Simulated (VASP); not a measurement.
Input of a VASP 6.6.1 run:

INCAR

```
SYSTEM = ZrC
  PREC = Accurate
  ENCUT = 520
  EDIFF = 1E-8
  ISMEAR = -1
  SIGMA = 0.03
  LREAL = .False.
  LASPH = .True.
  NELM = 100
  ALGO = Normal
  ISIF = 2
  LWAVE = .False.
  LCHARG = .False.
  GGA = PE
  LEFG = .True.
  NBANDS = 15
```

Contents of KPOINTS:

```
Automatic mesh
0
Gamma
  11 11 11
  0 0 0
```

Contents of POSCAR:

```
ZrC
1.0
    0.0000000000      2.5950969525      2.5950969525
    2.5950969525      0.0000000000      2.5950969525
    2.5950969525      2.5950969525      0.0000000000
Zr C
1 1
Direct
    0.0000000000      0.0000000000      0.0000000000
    0.2500000000      0.2500000000      0.2500000000
```

Potentials or basis: VASP PAW PBE potentials, release 64 (Zr_sv, C).

Command:

```console
$ cat potpaw_PBE.64/Zr_sv/POTCAR potpaw_PBE.64/C/POTCAR > POTCAR
$ mpirun -np 1 vasp_std > vasp.out
```

(1) Predict the band gap on the k mesh.

(2) Estimate the pressure.

## Answers

(1) 0.55 eV, indirect (least direct gap 0.56 eV).

(2) -7.5 GPa.

Caveat: an odd mesh through Γ misses points on the zone boundary, where band edges often lie.
